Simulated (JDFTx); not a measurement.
**Cu under changes of volume**

One of the cells (11.810 Å³/atom); the others are scaled copies at fixed shape and fractional positions:

```
Cu
1.0
     0.00000    1.80750    1.80750
     1.80750    0.00000    1.80750
     1.80750    1.80750    0.00000
Cu
1
Direct
  0.00000 0.00000 0.00000
```

```yaml
Program: JDFTx 1.7.0 (patched build)
Functional: r2SCAN
Potentials_or_basis: SG15-PBE-1.2 with smoothed tails
Cutoff: 1361 eV
Density_cutoff: 5442 eV
k_mesh: 13 × 13 × 13
Occupations: fermi-dirac, width 0.05 eV
Spin: no spin polarisation
```

```csv
volume (Å³/atom),energy over the lowest point (meV/atom),pressure (GPa)
11.102,7.18,6.0
11.338,0.99,2.3
11.574,0.00,-1.1
11.810,?,?
12.047,11.22,-6.5
12.283,22.41,-8.9
12.519,36.74,-10.8
```

Q: What does the run at 11.810 Å³/atom give?

A: Energy over the lowest point 3.59 meV/atom; pressure -4.0 GPa.

Worked out: A Birch-Murnaghan fit of order 3 (a polynomial in V^(-2/3)) to the other rows has its minimum at 11.50 Å³/atom with B0 = V·E''(V) = 157 GPa and B' = 5.1. It gives 3.57 meV/atom at 11.810 Å³/atom, against the run's 3.59, and -dE/dV = -3.9 GPa, against -4.0.

Energies are extrapolated to zero smearing.

Caveats: the potentials were made for another functional, which shifts forces and pressure.
